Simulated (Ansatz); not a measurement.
# Al: the cost of one run

Computed with Ansatz 0.2.0 (DFT PBE, scalar-relativistic, plane waves, PAW, unless a step's input says otherwise).

## (1) The starting structure

The structure is triclinic, space group P-1 (No. 2). Conventional cell: a = 2.799 Å, b = 2.875 Å, c = 6.992 Å, α = 95.86°, β = 96.63°, γ = 115.57°. Al (site symmetry 1) has 12 Al at 2.76 to 3.04 Å as nearest neighbours. Al (site symmetry -1) is surrounded by 12 Al at 2.76 to 3.04 Å.

Structure file:

```
Al
1.0
     2.79891    0.00000    0.00000
    -1.24088    2.59289    0.00000
    -0.80778   -1.17779    6.84489
Al
3
Direct
  0.58607 0.74142 0.33526
  0.41393 0.25858 0.66474
  0.00000 0.00000 0.00000
```

Recipe of the guess: one element on all sites of the Hg type (P-1, No. 2). The dimensions are guesses.

## (2) Probe: one point on a coarse mesh

Contents of input.yaml:

```yaml
crystal:
  lattice:
    - [2.79891043, 0.0, 0.0]
    - [-1.24087531, 2.59288546, 0.0]
    - [-0.80777936, -1.17778882, 6.84489148]
  atoms:
    - { symbol: Al, position: [0.58607012, 0.7414223, 0.3352578] }
    - { symbol: Al, position: [0.41392988, 0.2585777, 0.6647422] }
    - { symbol: Al, position: [0.0, 0.0, 0.0] }
basis:
  ecutwfc: 420
kpoints:
  mp_grid: { grid: [8, 6, 4] }
hamiltonian:
  xc: pbe
scf:
  occupations: { method: gaussian, width: 0.1 }
  lower_state_search: "off"
output:
  forces: true
  stress: true
  eigenvalues: true
```

On the command line:

```sh
> ansatz run input.yaml --threads 1 --pin off --max-ram 2560MiB --backend cpu --events-out ev --progress --plain --runs-dir out
```

**Question.** How long does this run take on 1 thread of Arm Neoverse V2, shared host, and how much memory does it need?

About 2.4 s, with a peak of 0.3 GiB.
